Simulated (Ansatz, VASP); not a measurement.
# Two plane-wave programs on CoO

```
O Co
1.0
     1.50547    0.86918    2.43993
    -1.50547    0.86918    2.43993
     0.00000   -1.73837    2.43993
O Co
1 1
Direct
  0.50000 0.50000 0.50000
  0.00000 0.00000 0.00000
```

The cell is a database's computed one.

Alike in both runs: task single point; functional PBE; k mesh 11 × 11 × 11; occupations gaussian, width 0.1 eV; collinear spin, ferromagnetic start.

```csv
,VASP,Ansatz
version,VASP 6.6.1,Ansatz 0.2.0
potentials or method,"VASP PAW PBE potentials, release 64 (O_GW, Co_GW)",Ansatz PAW
plane-wave cutoff (eV),550,420
valence electrons in the cell,15,23
```

Ansatz gave:

| Item | Value |
| --- | --- |
| gap on the k mesh at the Fermi level (eV) | none |
| pressure (GPa) | -0.1 |
| largest component of the traceless stress (GPa) | 0.35 |
| net moment per atom (μB) | 1.46 |
| size of the moment on the site where the two differ most (μB) | 2.48 |

What did VASP give for the same quantities?

gap on the k mesh at the Fermi level (eV): none; pressure (GPa): -1.1; largest component of the traceless stress (GPa): 0.32; net moment per atom (μB): 1.45; size of the moment on the site where the two differ most (μB): 2.53.

Site moments also hang on the region over which each program counts them. A gap of «none» marks a metal or a gap that the smearing closes. With one functional, cell and mesh, what is left measures potentials, basis and numerics. The two sets of potentials don't hold the same shells in valence.

Caveats: a cell with one magnetic atom can't hold antiferromagnetic order, which such compounds often take; semilocal functionals often make such compounds metallic where correlation or magnetic order opens a gap, which also shifts bond lengths; the pressure holds a Pulay correction of +0.7 GPa for the finite cutoff (Ansatz). With open d or f shells a metallic result of PBE can be an artefact of self-interaction; +U or a hybrid may open a gap.
